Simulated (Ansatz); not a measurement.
Cubic perovskite BaSnO3, treated with LDA (plane waves, PAW; Ansatz, an electronic-structure program).

Settings: plane-wave cutoff 520 eV, 6×6×6 k mesh, perturbation theory, scalar-relativistic PAW data made under PBE.

Computed at the level's own relaxed cell.

Harmonic phonon frequencies (cm⁻¹; i marks an imaginary mode; at Γ without the LO shift):

```
q point                                                  frequencies
-------  -----------------------------------------------------------
Γ              0 0 0 128 128 128 205 205 205 228 228 228 638 638 638
X          94 94 126 126 143 227 232 232 240 240 245 399 643 643 705
M          81 91 102 102 155 216 216 254 254 306 306 379 502 649 748
R        43i 43i 43i 114 114 114 274 274 274 323 323 323 499 499 768
```

Imaginary modes appear, so the structure is dynamically unstable at this level.

Note: the run warned that the k mesh is coarse for the response to a field; the run finds an imaginary mode (43i cm⁻¹), so the cell is a saddle point at this level.
